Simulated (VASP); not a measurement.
Input of a VASP 6.6.1 run:

File INCAR:

```
PREC = Accurate
ENCUT = 600
EDIFF = 1E-7
ISMEAR = -1
SIGMA = 0.05
LREAL = False
LASPH = True
NELM = 80
ALGO = Normal
ISIF = 3
LWAVE = False
LCHARG = False
IBRION = 2
NSW = 40
EDIFFG = -0.005
KPAR = 2
```

The input KPOINTS:

```
regular mesh
0
Gamma
  6 6 6
```

Contents of POSCAR:

```
CuAu3
1.0
    3.9800000000      0.0000000000      0.0000000000
    0.0000000000      3.9800000000      0.0000000000
    0.0000000000      0.0000000000      3.9800000000
Au Cu
3 1
Direct
    0.5000000000      0.5000000000      0.0000000000
    0.5000000000      0.0000000000      0.5000000000
    0.0000000000      0.5000000000      0.5000000000
    0.0000000000      0.0000000000      0.0000000000
```

Potentials or basis: VASP PAW LDA potentials, release 64 (Au, Cu).

Command:

```sh
$ cat potpaw_LDA.64/Au/POTCAR potpaw_LDA.64/Cu/POTCAR > POTCAR
$ mpirun -np 2 vasp_std > vasp.out
```

What does it give for the relaxed volume?

15.32 Å³/atom.

Estimate the band gap on the k mesh.

none (metal or under the smearing width).

Final structure:
```cif
data_structure
_symmetry_space_group_name_H-M 'P 1'
_symmetry_Int_Tables_number 1
_cell_length_a 3.9422
_cell_length_b 3.9422
_cell_length_c 3.9422
_cell_angle_alpha 90.000
_cell_angle_beta 90.000
_cell_angle_gamma 90.000
_cell_volume 61.26
loop_
_atom_site_label
_atom_site_type_symbol
_atom_site_fract_x
_atom_site_fract_y
_atom_site_fract_z
_atom_site_occupancy
Au1 Au 0.50000 0.50000 0.00000 1
Au2 Au 0.50000 0.00000 0.50000 1
Au3 Au 0.00000 0.50000 0.50000 1
Cu1 Cu 0.00000 0.00000 0.00000 1
```

Spin-orbit coupling is left out, which matters for the levels of Au. Zero-point motion and thermal expansion aren't in these numbers.
